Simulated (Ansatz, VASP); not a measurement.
Re: VASP beside Ansatz

File INCAR:

```
PREC = Accurate
ENCUT = 600
EDIFF = 1E-6
ISMEAR = -1
SIGMA = 0.05
LREAL = F
LASPH = T
NELM = 80
ALGO = Normal
ISIF = 3
LWAVE = F
LCHARG = F
IBRION = 2
NSW = 45
EDIFFG = -0.005
```

KPOINTS

```
Automatic mesh
0
Gamma
  19 19 19
```

File POSCAR:

```
Re
1.0
   -1.5350745523      1.5350745523      1.5350745523
    1.5350745523     -1.5350745523      1.5350745523
    1.5350745523      1.5350745523     -1.5350745523
Re
1
Direct
    0.0000000000      0.0000000000      0.0000000000
```

Input for Ansatz:

```yaml
crystal:
  lattice:
    - [-1.5350745523, 1.5350745523, 1.5350745523]
    - [1.5350745523, -1.5350745523, 1.5350745523]
    - [1.5350745523, 1.5350745523, -1.5350745523]
  atoms:
    - { symbol: Re, position: [0.0, 0.0, 0.0] }
kpoints:
  mp_grid: { grid: [19, 19, 19] }
scf:
  occupations: { method: fermi_dirac, width: 0.05 }
hamiltonian:
  xc: lda
  pseudopotentials: { kind: all_electron, lapw: { basis_error: 0.0005 } }
output:
  forces: true
  stress: true
  eigenvalues: true
  populations: true
relax:
  f_tol: 0.005
  max_steps: 25
  cell: {}
```

Alike in both runs: task relaxation of cell and atoms; functional LDA; k mesh 19 × 19 × 19; occupations fermi-dirac, width 0.05 eV; no spin polarisation.

```csv
,VASP,Ansatz
version,VASP 6.6.1,Ansatz 0.2.0
potentials or method,"VASP PAW LDA potentials, release 64 (Re)","all-electron LAPW, scalar-relativistic"
plane-wave cutoff (eV),600,see its input
```

|  | VASP | Ansatz | Ansatz less VASP |
| --- | --- | --- | --- |
| relaxed volume (Å³/atom) | 14.53 | 14.47 | -0.054 |
| relaxed cell length with the largest relative difference (Å) | 2.662 | 2.659 | -0.0033 |

Ansatz ran all-electron here, so the differences hold the error of VASP's frozen core and of both bases.

Spin-orbit coupling is left out, which matters for the levels of Re.
